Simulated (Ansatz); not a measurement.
ZnS (zincblende), relaxed with r2SCAN in Ansatz. The symmetry is F-43m (No. 216, cubic); a = 5.388 Å in the conventional setting, 19.55 Å³ an atom. Zn is surrounded by 4 S at 2.33 Å; S is surrounded by 4 Zn at 2.33 Å.

The axes x, y and z are those of this cell:
```xyz
2
Lattice="0.0000 2.6941 2.6941 2.6941 0.0000 2.6941 2.6941 2.6941 0.0000" Properties=species:S:1:pos:R:3 pbc="T T T"
Zn    0.0000    0.0000    0.0000
S     1.3470    1.3470    1.3470
```

Unstrained: PBE gives a direct gap of 2.147 eV at Γ. The r2SCAN gap is direct at Γ: 2.705 eV. The HSE06 gap is direct at Γ: 3.378 eV. Meshes: PBE 8×8×8, r2SCAN 8×8×8, HSE06 6×6×6. Strains are changes of length per length. After each strain the atoms were relaxed again with r2SCAN within the symmetry that the strain leaves, so tilts or polar shifts that break it weren't tested; points keep the names that they have in the unstrained zone. The values are computed, spin-unpolarised, and not measurements.

Problem. Apply isotropic -3.38 % on every length. How far does the gap move, against the unstrained cell?

Solution. PBE: the gap goes from 2.147 to 2.607 eV (+0.460 eV). r2SCAN: the gap goes from 2.705 to 3.193 eV (+0.488 eV). HSE06: the gap goes from 3.378 to 3.874 eV (+0.496 eV). The r2SCAN energy rises by 56.0 meV an atom.

Problem. For epitaxial +0.88 % in the plane normal to [111], how far does the free direction move, and what happens to the gap?

Solution. The normal strain at zero normal stress is -0.52 %, 0.59 of the in-plane strain with the sign turned. PBE: the gap goes from 2.147 to 2.045 eV (-0.102 eV); with r2SCAN the top three valence levels at Γ, degenerate before, become 1+2 from the top over 72 meV. r2SCAN: the gap goes from 2.705 to 2.597 eV (-0.108 eV). HSE06: the gap goes from 3.378 to 3.266 eV (-0.112 eV).

Problem. For epitaxial -1.74 % in the xy plane, how far does the free direction move, and what happens to the gap?

Solution. The normal strain at zero normal stress is +2.08 %, 1.20 of the in-plane strain with the sign turned. PBE: the gap goes from 2.147 to 2.157 eV (+0.010 eV); with r2SCAN the top three valence levels at Γ, degenerate before, become 2+1 from the top over 153 meV. r2SCAN: the gap goes from 2.705 to 2.717 eV (+0.012 eV). HSE06: the gap goes from 3.378 to 3.391 eV (+0.013 eV).

The meshes of the hybrids are coarse, so their gaps aren't converged to the digits shown.

The splittings at Γ are without spin-orbit coupling, which regroups them where it is of like size or larger.
